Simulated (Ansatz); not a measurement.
Crystal: CoO.

```xyz
2
Lattice="0.0000 2.3436 2.3436 2.3436 0.0000 2.3436 2.3436 2.3436 0.0000" Properties=species:S:1:pos:R:3 pbc="T T T"
Co    0.0000    0.0000    0.0000
O     1.1718    1.1718    1.1718
```

Measurements of this composition are mostly on another form, of space group No. 225.

* Program: Ansatz 0.2.0
* Task: relaxation of cell and atoms
* Functional: PBEsol0
* Potentials or basis: Ansatz PAW
* Cutoff: 420 eV (not typed: the program's choice for these potentials)
* k mesh: 5 × 5 × 5
* Occupations: fermi-dirac, width 0.05 eV
* Spin: collinear spin, ferromagnetic start
* Starting moments: [2.0, 0.0] μB

At the start: volume 12.87 Å³/atom.

Problem. How do energy, volume and symmetry change on relaxing?

Solution. It ends after 8 steps and the volume is 11.65 Å³/atom (-9.5 %); space group F-43m (No. 216, to 0.05 Å); moment 3.00 μB per cell.

The path:
```tsv
step	energy change (eV)	largest force (eV/Å)	volume (Å³)
1	0.0000	0.0000	25.75
2	-0.0905	0.0000	24.32
3	-0.1137	0.0000	23.17
4	-0.1135	0.0000	23.35
5	-0.1136	0.0000	23.34
6	-0.1056	0.0000	23.34
7	-0.1057	0.0000	23.31
8	-0.1057	0.0000	23.31
```

Final structure:
```xyz
2
Lattice="0.0000 2.2672 2.2672 2.2672 0.0000 2.2672 2.2672 2.2672 0.0000" Properties=species:S:1:pos:R:3 pbc="T T T"
Co    0.0000    0.0000    0.0000
O     1.1336    1.1336    1.1336
```

Caveat: the k mesh is coarse (spacing up to 0.46 Å⁻¹), so the values aren't converged, least of all with exact exchange; the magnetic or orbital state may not be the lowest; the plane-wave basis is chosen anew once the cell has moved, so the energies of steps on either side of that aren't comparable; the pressure holds a Pulay correction of +0.7 GPa for the finite cutoff; a cell with one magnetic atom can't hold antiferromagnetic order, which such compounds often take; the PAW data sets come from PBE, with cores solved anew for the run's functional, which leaves a small shift of forces and pressure.
